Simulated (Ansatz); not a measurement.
# MnO (P-6m2) in Ansatz: single point with PBE

Aim: the single point of MnO with PBE.

All numbers are computed with Ansatz 0.2.0; they aren't measurements. Logs are shortened: lines on timing, memory, paths and dates and some standing lists are left out, and cuts for length are marked.

### 1 Starting point

The structure is hexagonal, space group P-6m2 (No. 187). The conventional cell has a = 2.969 Å, b = 2.969 Å, c = 2.898 Å, α = 90.00°, β = 90.00°, γ = 120.00°. Around Mn (site symmetry -6m2) lie 6 O at 2.24 Å. O (site symmetry -6m2) is surrounded by 6 Mn at 2.24 Å.

Measurements of this composition are mostly on another form, of space group No. 225.

### 2 Single point, PBE, collinear spin, ferromagnetic start

Contents of input.yaml:

```yaml
crystal:
  lattice:
    - [2.96948591, 0.0, 0.0]
    - [-1.48474296, 2.57165023, 0.0]
    - [0.0, 0.0, 2.89807113]
  atoms:
    - { symbol: Mn, position: [0.0, 0.0, 0.0], spin: 5.5 }
    - { symbol: O, position: [0.6666666667, 0.3333333333, 0.5] }
hamiltonian:
  xc: pbe
  pseudopotentials: { kind: paw }
magnetization:
  spin_polarized: true
kpoints:
  mp_grid: { grid: [10, 10, 9] }
scf:
  occupations: { method: fermi_dirac, width: 0.05 }
output:
  forces: true
  stress: true
  eigenvalues: true
```

Potentials or basis: Ansatz PAW.

Command:

```console
ansatz run input.yaml --threads 2 --pin off --max-ram 5120MiB --backend cpu --events-out ev --progress --plain --runs-dir out
```

The log of the run:

```text
Warning: where an SCF of this run starts from atoms to list the orders of its open shells, Mn (site 0, from 0) starts with 5.00 μB on its 3d shell, in the place of the 5.50 μB that the deck gives it: its open shells can hold no more by Hund's first rule. To start from spheres of the given moment, type scf.initial_density.shell_occupations: []
Warning: RAYON_NUM_THREADS=2 ignored (pool sized by the plan → 2); use --threads N
Engine: ansatz 0.2.0, aarch64-unknown-linux-gnu
Pseudopotentials: kind: paw
Pseudopotential: Mn, paw, valence charge 15, recommended cutoff 420 eV (normal), Mn.paw.azcp
Pseudopotential: O, paw, valence charge 6, recommended cutoff 420 eV (normal), O.paw.azcp
Functional definition: PBE
  parameter kappa = 0.804
  parameter beta = 0.06672455060314922
  exchange = pbe_x(kappa = kappa, mu = beta*pi^2/3)
  correlation = pbe_c(beta = beta)
Crystal: 2 atoms, lattice volume = 22.131 Å³
Basis set: ecut = 420 eV, 405 PW (Γ), exchange–correlation on 40×40×40 points (8 copies of the dense FFT grid, shifted against one another)
Bands: 18, of which v1, the nominal top of the filled ones, is band 11 counted from 1 (10 counted from 0)
Symmetry: 12 space group operations
Space group: P-6m2 (ITA 187), of the structure as read, at distance tolerance 2.8e-5 Å
Magnetic group: BNS 187.209 (UNI 1439), of the structure as read, at distance tolerance 2.8e-5 Å
k-points: 70 of 900 (time reversal used)
Non-local potential: Mn, projectors of the file, l = 0: 3, l = 1: 2, l = 2: 3, l = 3: 1
Non-local potential: O, projectors of the file, l = 0: 2, l = 1: 2, l = 2: 1
PAW form: soft (Blöchl's): semilocal exchange-correlation on the pseudo side does not see the compensation charge
PAW one-centre angular grid: Mn, 590 points (default); XC on 64 Gauss nodes
PAW one-centre angular grid: O, 110 points (default); XC on 64 Gauss nodes
Initial density: superposition of atomic densities (chi_scale 0.1, normalization cell, long waves kept (reshape's long-wave potential 0.00 eV rms))
Starting moments: Σ|m| = 5.5 μB on 1 of 2 sites
Initial wavefunctions: pseudopotential atomic-orbital guess
Functional: x = pbe(κ = 0.804, μ = 0.2195149727645171), c = pbe(β = 0.06672455060314922)
SCF iter   1: F=—  HF=-4466.223180 eV  |F-HF|=—  |Δ(HF+E_count)|=         —  Δρ=1.28e-1 (↑7.38e-2 ↓1.28e-1)  dr2=7.56e0  dr2_m=2.72e-1  M=4.173 μB ∫|m|=4.173 μB  β_m=0.30  ethr=3.10e-3  ⟨swp⟩=3.9  Hψ=10117  notcnv=0
Mixer restart at iter 1: flushing history
preconditioner: auto → none  [metal: Δε(μ)=0.003 eV  Ē_g=13.812 eV  σ=0.050 eV  W_gap=0.02  n_scr=8 (ndim 8)  ℏωp=28.5 eV  f_vac=0.000  D(μ)=3.03/eV (n_scr^D=46)  sad-step TF]
SCF iter   2: F=—  HF=-4465.786576 eV  |F-HF|=—  |Δ(HF+E_count)|=   4.37e-1  Δρ=4.31e-2 (↑3.03e-2 ↓4.31e-2)  dr2=1.01e0  dr2_m=4.21e-2  M=4.655 μB ∫|m|=4.655 μB  β_m=0.36  ethr=3.10e-3  ⟨swp⟩=3.5  Hψ=6009  notcnv=0  defer=299
SCF iter   3: F=—  HF=-4465.742875 eV  |F-HF|=—  |Δ(HF+E_count)|=   4.37e-2  Δρ=2.11e-2 (↑1.21e-2 ↓2.11e-2)  dr2=9.23e-2  dr2_m=3.61e-2  M=4.649 μB ∫|m|=4.649 μB  β_m=0.44  ethr=3.10e-3  ⟨swp⟩=2.7  Hψ=4779  notcnv=0  defer=305
SCF iter   4: F=—  HF=-4465.689579 eV  |F-HF|=—  |Δ(HF+E_count)|=         —  Δρ=1.52e-2 (↑7.91e-3 ↓1.52e-2)  dr2=4.71e-2  dr2_m=1.97e-2  M=4.622 μB ∫|m|=4.622 μB  β_m=0.44  ethr=4.39e-4  ⟨swp⟩=2.2  Hψ=3978  notcnv=0  defer=305
Mixer restart at iter 4: flushing history
SCF iter   5: F=—  HF=-4465.691034 eV  |F-HF|=—  |Δ(HF+E_count)|=   1.46e-3  Δρ=9.78e-3 (↑9.78e-3 ↓2.84e-3)  dr2=1.54e-2  dr2_m=4.45e-3  M=4.677 μB ∫|m|=4.677 μB  β_m=0.44  ethr=2.24e-4  ⟨swp⟩=2.4  Hψ=4309  notcnv=0  defer=305
SCF iter   6: F=—  HF=-4465.721909 eV  |F-HF|=—  |Δ(HF+E_count)|=   3.09e-2  Δρ=4.48e-3 (↑4.48e-3 ↓2.45e-3)  dr2=2.73e-3  dr2_m=1.80e-3  M=4.698 μB ∫|m|=4.698 μB  β_m=0.58  ethr=7.33e-5  ⟨swp⟩=2.2  Hψ=4442  notcnv=0  defer=305
SCF iter   7: F=—  HF=-4465.744422 eV  |F-HF|=—  |Δ(HF+E_count)|=   2.25e-2  Δρ=2.67e-3 (↑2.67e-3 ↓2.47e-3)  dr2=3.24e-3  dr2_m=5.12e-4  M=4.720 μB ∫|m|=4.720 μB  β_m=0.68  ethr=1.30e-5  ⟨swp⟩=2.0  Hψ=4446  notcnv=0  defer=305
SCF iter   8: F=—  HF=-4465.750400 eV  |F-HF|=—  |Δ(HF+E_count)|=   5.98e-3  Δρ=2.65e-3 (↑2.65e-3 ↓1.55e-3)  dr2=7.48e-4  dr2_m=7.49e-4  M=4.746 μB ∫|m|=4.746 μB  β_m=0.73  ethr=1.30e-5  ⟨swp⟩=2.2  Hψ=4161  notcnv=0  defer=305
SCF iter   9: F=—  HF=-4465.750939 eV  |F-HF|=—  |Δ(HF+E_count)|=   5.39e-4  Δρ=4.55e-4 (↑4.55e-4 ↓2.01e-4)  dr2=2.50e-5  dr2_m=1.75e-5  M=4.753 μB ∫|m|=4.753 μB  β_m=0.86  ethr=3.56e-6  ⟨swp⟩=2.1  Hψ=4076  notcnv=0  defer=304
SCF iter  10: F=—  HF=-4465.750925 eV  |F-HF|=—  |Δ(HF+E_count)|=   1.43e-5  Δρ=3.10e-5 (↑3.10e-5 ↓2.76e-5)  dr2=4.51e-7  dr2_m=9.59e-8  M=4.754 μB ∫|m|=4.754 μB  β_m=0.90  ethr=1.19e-7  ⟨swp⟩=2.3  Hψ=3529  notcnv=0  defer=304
SCF iter  11: F=—  HF=-4465.750925 eV  |F-HF|=—  |Δ(HF+E_count)|=   4.76e-7  Δρ=5.73e-6 (↑5.21e-6 ↓5.73e-6)  dr2=7.60e-9  dr2_m=2.98e-9  M=4.754 μB ∫|m|=4.754 μB  β_m=0.95  ethr=2.15e-9  ⟨swp⟩=2.0  Hψ=3441  notcnv=0  defer=304
SCF iter  12: F=-4465.750925 eV  HF=-4465.750925 eV  |F-HF|=3.73e-11  |Δ(HF+E_count)|=   1.01e-8  Δρ=4.23e-7 (↑3.98e-7 ↓4.23e-7)  dr2=8.30e-11  dr2_m=1.21e-11  M=4.754 μB ∫|m|=4.755 μB  ethr=3.62e-11  ⟨swp⟩=6.5  Hψ=11023  notcnv=0
SCF 1 converged in 12 iterations: F = -4465.750925 eV  dr2 = 8.30e-11
SCF converged after 12 iterations
Magnetization: 4.7545 μB (12.8772 up, 8.1228 down)
Absolute magnetization: 4.7545 μB (∫|ρ↑−ρ↓|, with the PAW one-centre terms)
Spin contamination: 0.0141 ħ² per cell (⟨S²⟩ above its minimum at these occupations)
Per-site moments (μB) at R_I (Å): [(4.0130647337687, 0.9259670646025069), (0.22712431387569346, 0.9259670646025069)]
Free energy (F): -4465.750925 eV
Harris-Foulkes:  -4465.750925 eV  (|F-HF|=3.73e-11)
Internal energy: -4465.741825 eV  (E = F + TS)
E sigma→0 (E₀):  -4465.746375 eV
Entropy (-TS):   -0.009100 eV (-4.550 meV/atom)
Fermi energy:    12.867601 eV
--- Per-component energies (eV) ---
  E_band       = -252.714677
  E_kinetic    = 473.524216
  E_local      = -2252.884779  (includes V_loc(G=0)·N_el)
  E_nonlocal   = 301.801187
  E_hartree    = 902.869162
  E_xc         = -184.462583
  E_vxc        = -235.642804  (∫ρ·V_xc dr)
  E_paw        = -1465.282045  (= ΣΔE_a)
  E_vpaw       = -345.253623  (= ΣTr[D̂ρ^β])
  E_aug_tail   = 0.002425  (compensation charges beyond the density's cutoff)
  E_ewald      = -2241.309408
  E_smearing   = -0.009100  (= −TS)
  E_closure    = -0.000000  (closes the sum)
  Σ components = -4465.750925   (vs F -4465.750925, Δ=0.00e0)
--- Forces (eV/Å), atoms counted from 1 ---
  atom   1  Mn     0.00000000    -0.00000000     0.00000000
  atom   2  O     -0.00000000     0.00000000    -0.00000000
  max |Σ_I F_I| component: 3.09e-17 eV/Å
--- Stress (GPa, compression-positive) ---
        4.111953       0.000000      -0.000000
        0.000000       4.111953       0.000000
       -0.000000       0.000000     -12.165319
  P = ⅓ Tr σ = -1.3138 GPa (-13.138 kbar)
--- Band table (eV; the first three rows and the last of 140) ---
  k-point 0 ↑: bands = ["-68.6227", "-37.3984", "-37.3984", "-37.2289", "-6.8771", "8.2209", "8.2209", "8.7667", "9.2111", "10.9475", "10.9475", "11.9499", "11.9499", "12.3750", "26.0244", "27.5875", "27.5875", "29.0129"]
  k-point 1 ↑: bands = ["-68.6219", "-37.3976", "-37.3976", "-37.2387", "-6.7921", "7.8102", "8.2859", "8.2859", "9.6888", "10.7510", "10.7510", "12.0379", "12.0379", "12.9997", "25.3087", "27.8630", "27.8630", "29.1323"]
  k-point 2 ↑: bands = ["-68.6199", "-37.3957", "-37.3957", "-37.2633", "-6.5667", "6.4663", "8.4581", "8.4581", "10.2099", "10.3790", "10.3790", "12.1230", "12.1230", "14.2855", "23.4897", "28.6767", "28.6767", "30.1778"]
  k-point 69 ↓: bands = ["-63.9049", "-32.8403", "-32.8202", "-32.7307", "-5.1483", "7.1556", "7.3529", "8.4657", "13.6523", "15.0437", "15.6023", "15.9015", "16.4746", "20.0278", "22.3142", "24.8742", "25.9112", "26.7032"]
```

Run time: 3.7 s. Hardware: 2 threads of Arm Neoverse V2, shared host; peak memory 0.32 GiB.

What came out:

| Property | Result |
| --- | --- |
| Free energy | -4465.7509 eV |
| Pressure | -1.3 GPa |
| Band gap on the k mesh | none (metal or under the smearing width) |
| Net moment | 4.75 μB per cell |
| Absolute moment | 4.75 μB per cell |
| Site moments | Mn +4.01; O +0.23 μB |

Stress tensor (GPa, compression positive):
```
  4.11   0.00   0.00
  0.00   4.11   0.00
  0.00   0.00 -12.17
```

Caveat: the pressure holds a Pulay correction of +0.6 GPa for the finite cutoff; a cell with one magnetic atom can't hold antiferromagnetic order, which such compounds often take; semilocal functionals often make such compounds metallic where correlation or magnetic order opens a gap, which also shifts bond lengths. With open d or f shells a metallic result of PBE can be an artefact of self-interaction; +U or a hybrid may open a gap.
